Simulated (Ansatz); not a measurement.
Turn this script for Ansatz 0.2.0, Python API into the input file that the command-line program reads.

The cells in order, each with its output:

In [1]:
```python
from pathlib import Path

import ansatz as az
from pymatgen.core import Lattice, Structure
from pymatgen.io.ase import AseAtomsAdaptor
import tomllib

ECUT = 450
MESH = (12, 12, 6)
SMEARING = 'fixed'
```

In [2]:
```python
pmg_structure = Structure(
    Lattice([[2.9380209, 0.0, 0.0], [-1.46901045, 2.54440074, 0.0], [0.0, 0.0, 2.67968]]),
    ['Mg', 'O'],
    [
        [0.0, 0.0, 0.0],
        [1 / 3, 2 / 3, 0.5],
    ],
)
crystal = az.Crystal.from_ase(AseAtomsAdaptor.get_atoms(pmg_structure))
```

In [3]:
```python
crystal.resolved().tree()['lattice']
```
Out [3]:
```text
((2.9380209, 0.0, 0.0), (-1.46901045, 2.54440074, 0.0), (0.0, 0.0, 2.67968))
```

In [4]:
```python
calc = crystal.calculation()
calc = calc.functional(az.Functional.PBESOL)
calc = calc.basis(ECUT)
calc = calc.kpoints(*MESH)
calc = calc.occupations(SMEARING)
calc = calc.wannier(mesh=(6, 6, 6), projections=[az.TrialShell('O', 'p')], minimise=True)
outcome = calc.run(threads=1, runs_dir='w90')
spreads = tomllib.loads(Path(outcome.output_folder, 'results', 'wannier.spreads.toml').read_text())
print('converged:', spreads['converged'], 'in', spreads['n_iter'], 'steps; least projectability', round(spreads['least_projectability'], 3))
print('invariant, diagonal, off-diagonal spread (A^2):', *(round(spreads[k], 4) for k in ('omega_i_ang2', 'omega_d_ang2', 'omega_od_ang2')))
for function in spreads['wannier']:
    print('centre', [round(v, 3) for v in function['r']], 'spread', round(function['spread'], 4))
```
```text
converged: True in 7 steps; least projectability 0.862
invariant, diagonal, off-diagonal spread (A^2): 2.8065 0.0003 0.0229
centre [0.0, 1.696, 1.34] spread 0.9348
centre [0.0, 1.706, 1.34] spread 0.9474
centre [0.0, 1.686, 1.34] spread 0.9475
```

`input.yaml`:
```yaml
crystal:
  lattice:
    - [2.9380209, 0.0, 0.0]
    - [-1.46901045, 2.54440074, 0.0]
    - [0.0, 0.0, 2.67968]
  atoms:
    - { symbol: Mg, position: [0.0, 0.0, 0.0] }
    - { symbol: O, position: [0.3333333333333333, 0.6666666666666666, 0.5] }
basis:
  ecutwfc: 450.0
kpoints:
  mp_grid:
    grid: [12, 12, 6]
hamiltonian:
  xc: pbesol
scf:
  occupations:
    method: fixed
output:
  wannier:
    kmesh: [6, 6, 6]
    projections:
      - { species: O, l: p }
    minimise: true
```

This cell is a computed structure, which may not be the phase found in nature. Timing: 7.1 s on 1 thread of AMD EPYC 7571 (shared host), peak memory 0.42 GiB.

(Lines on the test bed's own set-up are left out of the output.)
